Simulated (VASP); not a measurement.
## VASP 6.6.1 run: WSe$_{2}$

INCAR

```
ISMEAR = -1
NBANDS = 20
NELECT = 25.98
ENCUT = 520
GGA = PE
LASPH = .TRUE.
PREC = Accurate
EDIFF = 1E-7
SIGMA = 0.02
IBRION = -1
NELM = 50
LREAL = .FALSE.
LWAVE = .FALSE.
NSW = 0
ISIF = 2
LCHARG = .FALSE.
```

KPOINTS

```
KPOINTS created by Atomic Simulation Environment
0
Monkhorst-Pack
8 8 8
0 0 0
```

POSCAR

```
W  Se
 1.0000000000000000
     0.0000000000000000    3.0924832561503570    3.0924832561503570
     3.0924832561503570   -0.0000000000000000    3.0924832561503570
     3.0924832561503570    3.0924832561503570    0.0000000000000000
 W   Se
   1   2
Cartesian
 -0.0000000000000000  0.0000000000000000  0.0000000000000000
  1.5462416280751785  1.5462416280751785  1.5462416280751785
  4.6387248842255353  4.6387248842255353  4.6387248842255353
```

The recommended PBE PAW datasets give the neutral cell 26 valence electrons.

Command

```
mpirun -np 1 vasp_std
```

Problem. How does this run end, and what does it give?

Solution. It converged. Results: pressure 0.7 GPa.

OSZICAR

```
N       E                     dE             d eps       ncg     rms          rms(c)
DAV:   1     0.192472538669E+03    0.19247E+03   -0.12146E+04  2400   0.122E+03
DAV:   2    -0.101980273779E+02   -0.20267E+03   -0.19697E+03  2776   0.330E+02
DAV:   3    -0.201278808359E+02   -0.99299E+01   -0.96973E+01  2920   0.659E+01
DAV:   4    -0.202739958480E+02   -0.14612E+00   -0.14564E+00  2860   0.815E+00
DAV:   5    -0.202753184788E+02   -0.13226E-02   -0.13223E-02  2976   0.860E-01    0.157E+01
DAV:   6    -0.197084807310E+02    0.56684E+00   -0.11025E+01  2512   0.155E+01    0.559E+00
DAV:   7    -0.193916251299E+02    0.31686E+00   -0.28818E+00  2540   0.750E+00    0.501E+00
DAV:   8    -0.193543370996E+02    0.37288E-01   -0.16306E-01  2748   0.270E+00    0.216E-01
DAV:   9    -0.193542231215E+02    0.11398E-03   -0.32471E-03  2796   0.412E-01    0.158E-01
DAV:  10    -0.193543953858E+02   -0.17226E-03   -0.14383E-03  2784   0.263E-01    0.955E-02
DAV:  11    -0.193543966585E+02   -0.12727E-05   -0.14042E-04  2844   0.907E-02    0.145E-02
DAV:  12    -0.193544172730E+02   -0.20614E-04   -0.40932E-05  2588   0.336E-02    0.553E-03
DAV:  13    -0.193544174931E+02   -0.22015E-06   -0.31354E-06  3108   0.728E-03    0.157E-03
DAV:  14    -0.193544178721E+02   -0.37894E-06   -0.46969E-07  2612   0.429E-03    0.655E-04
DAV:  15    -0.193544178935E+02   -0.21458E-07   -0.95395E-09  1812   0.719E-04
   1 F= -.19354418E+02 E0= -.19352145E+02  d E =-.454675E-02
```

The cell is charged and sits in a uniform background. The shifted mesh misses Γ, so a band edge there is missed.

For comparison, a separate PBE run of the intended cell, on usual settings and not on those above, gives a gap of -0.90 eV on its mesh and a pressure of 0.8 GPa.
